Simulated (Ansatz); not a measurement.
Vibrational response of SnS₂ at 12 GPa

Method: DFT PBEsol, scalar-relativistic, plane waves, PAW in Ansatz 0.2.0. Plane waves to 420 eV; Γ-centred k mesh 12×12×8; Gaussian smearing of 0.01 eV. No spin polarisation. Phonons by linear response, acoustic sum rule imposed.

The cell, relaxed at 12 GPa:
```
CELL_PARAMETERS angstrom
3.54478 0.00000 0.00000
-1.77239 3.06987 0.00000
0.00000 0.00000 5.10524
ATOMIC_POSITIONS crystal
Sn 0.00000 0.00000 0.00000
S 0.66667 0.33333 0.28739
S 0.33333 0.66667 0.71261
```

Spin–orbit coupling is left out, which matters for heavy elements. The bands were filled as in an insulator; under compression the gap may have closed between mesh points.

Optical modes at Γ; i marks an imaginary frequency:
| frequency (cm⁻¹) | degeneracy |
| --- | --- |
| 233 | 2 |
| 269 | 2 |
| 343 | 1 |
| 350 | 1 |

All 6 optical modes at Γ are real: no displacement of atoms at fixed cell lowers the energy to second order. Strains and modes at other wave vectors aren't tested by this run.

Cost: 1 run of about 1.8 core-minutes, on Arm Neoverse V2 (shared hosts).